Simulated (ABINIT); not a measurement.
Runs of ABINIT 10.8.3 (patched build) on CuI (Marshite). The structure is cubic, space group F-43m (No. 216). Conventional cell: a = 6.063 Å, b = 6.063 Å, c = 6.063 Å, α = 90.00°, β = 90.00°, γ = 90.00°. I (site symmetry -43m) has 4 Cu at 2.63 Å as nearest neighbours. Around Cu (site symmetry -43m) lie 4 I at 2.63 Å. 

| task | level | potentials or basis | k mesh | cutoff (eV) | fine-grid cutoff | mesh quality | gap on the mesh (eV) | pressure (GPa) |
| --- | --- | --- | --- | --- | --- | --- | --- | --- |
| single point | PBEsol | JTH PAW PBE v2.0 | 3 × 3 × 3 | 707 | 1306.15 eV | coarse | 1.00 | (a) |
| band structure | LDA-PZ | JTH PAW LDA v2.0 | 8 × 8 × 8 | 544 | 1088.46 eV | not flagged | 0.93 | - |
| band structure | LDA | PseudoDojo NC SR LDA v0.4.1 standard | 8 × 8 × 8 | 1143 | - | not flagged | 0.91 | - |
| band structure | HCTH407 | JTH PAW PBE v2.0 | 8 × 8 × 8 | 707 | 1306.15 eV | not flagged | 1.61 | 3.9 |
| single point | PBE | JTH PAW PBE v2.0 | 5 × 5 × 5 | 707 | 1306.15 eV | not flagged | 1.11 | (c) |
| single point | r2SCAN | JTH PAW PBE v2.0 | 3 × 3 × 3 | 844 | 1442.2 eV | coarse | 1.58 | 0.5 |
| single point | PBEsol | JTH PAW PBE v2.0 | 5 × 5 × 5 | 707 | 1306.15 eV | not flagged | 1.00 | (b) |
| single point | LDA | JTH PAW LDA v2.0 | 10 × 10 × 10 | 544 | 1088.46 eV | not flagged | 0.93 | - |

Alike in all rows: no spin polarisation; cell as given; smearing fermi-dirac 0.05 eV.

Problem. Estimate the missing entries.

Solution. (a) -1.0; (b) -2.0; (c) 0.8.

Caveats: some runs use coarse meshes; spin-orbit coupling is left out, which moves the levels of the heavy elements; the PAW data sets were made with another functional, which shifts forces and pressure a little (some runs).

A k mesh can miss the band edges, and the runs leave out spin-orbit coupling on I.
